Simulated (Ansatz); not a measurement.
Crystal: Ta.

```xyz
1
Lattice="-1.6513 1.6513 1.6513 1.6513 -1.6513 1.6513 1.6513 1.6513 -1.6513" Properties=species:S:1:pos:R:3 pbc="T T T"
Ta    0.0000    0.0000    0.0000
```

A run of Ansatz 0.2.0 on this cell left the log below. Logs are shortened: lines on timing, memory, paths and dates and some standing lists are left out, and cuts for length are marked.

```text
Warning: RAYON_NUM_THREADS=1 ignored (pool sized by the plan → 1); use --threads N
LAPW: plane waves up to 8.632 Å⁻¹, error target 1.0e-3 eV per atom; small_component_spin mean_spin; Ta in spheres of 1.387 Å, 43 of its electrons in bands, Dirac shells [] (how accurate: hamiltonian.pseudopotentials.lapw.basis_error, Limitations)
Engine: ansatz 0.2.0, x86_64-unknown-linux-gnu
Pseudopotentials: kind: all_electron
Pseudopotential: Ta, LAPW, valence charge 43, lapw/all_electron/scalar/gaussian/Ta, Koelling and Harmon's equation, gaussian nucleus
Functional definition: PBEsol
  exchange = pbesol_x
  correlation = pbesol_c
Crystal: 1 atoms, lattice volume = 18.010 Å³
Basis set: ecut = 283.86260601216327 eV, 201 PW (Γ), exchange–correlation at level 2
Bands: 26, of which v1, the nominal top of the filled ones, is band 22 counted from 1 (21 counted from 0)
Symmetry: 48 space group operations
Space group: Im-3m (ITA 229), of the structure as read, at distance tolerance 2.6e-5 Å
k-points: 29 of 512
Non-local potential: Ta, projectors of the file, none
Initial density: superposition of atomic densities (chi_scale 0.1, normalization cell)
Initial wavefunctions: plane waves of lowest kinetic energy (no species holds an atomic orbital)
Functional: x = pbesol(κ = 0.804, μ = 0.12345679012345678), c = pbesol(β = 0.046)
iter 1 solved again at ethr=2.16e-4 eV; its pass at ethr=1.00e-1 eV (dr2=9.30e-2 eV) is discarded
[... 93 lines left out ...]
        0.000000       0.000000      -5.850403
  P = ⅓ Tr σ = -5.8504 GPa (-58.504 kbar)
--- Band table (eV; the first three rows and the last of 29) ---
  k-point 0: bands = ["-369.2923", "-369.2923", "-369.2923", "-191.0782", "-191.0782", "-191.0596", "-191.0596", "-191.0596", "-42.3933", "-8.3353", "-8.3353", "-8.3353", "5.8322", "5.8322", "5.8322", "5.8832", "5.8832", "5.8832", "5.9368", "16.7289", "25.3707", "25.3707", "25.3707", "28.6376", "28.6376", "39.2493"]
  k-point 1: bands = ["-369.2923", "-369.2923", "-369.2923", "-191.0782", "-191.0782", "-191.0596", "-191.0596", "-191.0596", "-42.3763", "-8.5217", "-8.3930", "-8.3363", "5.8350", "5.8387", "5.8394", "5.8767", "5.8807", "5.8813", "5.9281", "17.4045", "24.9504", "25.1930", "26.0511", "28.1020", "28.6509", "39.7842"]
  k-point 2: bands = ["-369.2923", "-369.2923", "-369.2923", "-191.0782", "-191.0782", "-191.0596", "-191.0596", "-191.0596", "-42.3352", "-8.9522", "-8.5303", "-8.3390", "5.8395", "5.8530", "5.8547", "5.8666", "5.8699", "5.8792", "5.9136", "19.0202", "24.0863", "24.5570", "27.9769", "28.0546", "28.8249", "39.5248"]
  k-point 28: bands = ["-369.2923", "-369.2923", "-369.2923", "-191.0782", "-191.0782", "-191.0596", "-191.0596", "-191.0596", "-42.1902", "-9.1618", "-9.1618", "-9.1618", "5.8252", "5.8486", "5.8486", "5.8486", "5.9017", "5.9017", "5.9017", "20.8323", "20.8323", "31.4974", "31.4974", "31.4974", "33.2468", "33.2468"]
--- Elastic constants: 2 strain directions × 2 members + reference (group order 48) ---
  dense FFT box of the reference and of every strained cell: 16×16×16
  strains applied: 11, 23; error gains: componentwise 1.00 (the most a stress slope's error grows in a printed constant), spectral 1.73 (1 for all six strains in a standard setting)
  C = ∂σ_k/∂η_j (tension-positive GPa; Voigt order 11 22 33 23 13 12):
       264.050    157.047    157.047     -0.000      0.000      0.000
       157.047    264.050    157.047     -0.000      0.000      0.000
       157.047    157.047    264.050     -0.000      0.000      0.000
         0.000     -0.000      0.000    107.599      0.000     -0.000
        -0.000      0.000      0.000     -0.000    107.599     -0.000
        -0.000      0.000     -0.000     -0.000     -0.000    107.599
  reference stress σ⁰ (GPa):      5.850      5.850      5.850     -0.000     -0.000      0.000
  no Pulay correction (none for the plane-wave cutoff is built on LAPW): the batch's stresses and constants are at fixed plane waves
  C* (energy form; C + prestress term) asymmetry max|C*_kj − C*_jk| = 5.684e-14 GPa — a small one proves nothing (zero by symmetry where the batch's group is 432, −43m or m−3m); a large one is finite-difference/SCF noise where every solve meets its electron count
  moduli (Voigt/Reuss/Hill, GPa): K = 192.71/192.71/192.71   G = 85.96/76.61/81.29   E = 213.80   ν = 0.315
  mechanically stable: yes (min eigenvalue of sym C = 107.00 GPa)
  where every solve meets its electron count the energy-path curvature estimates C_jj along a normal strain and C_jj − ¼(σ⁰_aa + σ⁰_bb) along a shear (ab), closely only under elastic.basis: deformed
  strain η (Voigt 11):  stress-route row diagonal C_11 = 264.05 GPa, energy-path curvature d²(F+E_count)/dδ²/Ω₀ = 263.91 GPa
         δ    σ_11 (GPa)             F (eV)   n_scf  n_hpsi   n_pw
    -2.000e-3       5.3142     -424443.4038720       7   44310    212   relax 0 steps, max|allowed force component| 0.00e0 eV/Å
     2.000e-3       6.3704     -424443.4012426       9   53605    212   relax 0 steps, max|allowed force component| 0.00e0 eV/Å
  strain η (Voigt 23):  stress-route row diagonal C_44 = 107.60 GPa, energy-path curvature d²(F+E_count)/dδ²/Ω₀ = 104.70 GPa
         δ    σ_23 (GPa)             F (eV)   n_scf  n_hpsi   n_pw
    -2.000e-3      -0.2152     -424443.4025931       7   70663    212   relax 0 steps, max|allowed force component| 0.00e0 eV/Å
     2.000e-3       0.2152     -424443.4025931       7   70668    212   relax 0 steps, max|allowed force component| 0.00e0 eV/Å
```

Problem. Write the input and the command behind it.

Solution. Elastic constants with PBEsol, no spin polarisation. The files as run (others can give the same):

input.yaml
```yaml
crystal:
  lattice:
    - [-1.65128, 1.65128, 1.65128]
    - [1.65128, -1.65128, 1.65128]
    - [1.65128, 1.65128, -1.65128]
  atoms:
    - { symbol: Ta, position: [0.0, 0.0, 0.0] }
kpoints:
  mp_grid: { grid: [8, 8, 8] }
scf:
  occupations: { method: fermi_dirac, width: 0.05 }
hamiltonian:
  xc: pbesol
  pseudopotentials: { kind: all_electron, lapw: { basis_error: 0.001 } }
output:
  forces: true
  stress: true
elastic:
  mode: relaxed_ion
  stencil: two_point
```

Potentials or basis: all-electron LAPW, scalar-relativistic.
Launch:
```sh
$ ansatz run input.yaml --threads 1 --pin off --max-ram 3072MiB --backend cpu --events-out ev --progress --plain --runs-dir out
```

Caveat: the k mesh is thin for a metal, which can move the energy by tens of meV per atom; a metal's response needs a denser mesh; the cell is more than 3 GPa from zero pressure, which shifts response properties; elastic constants of metals need much finer meshes, so these are rough.
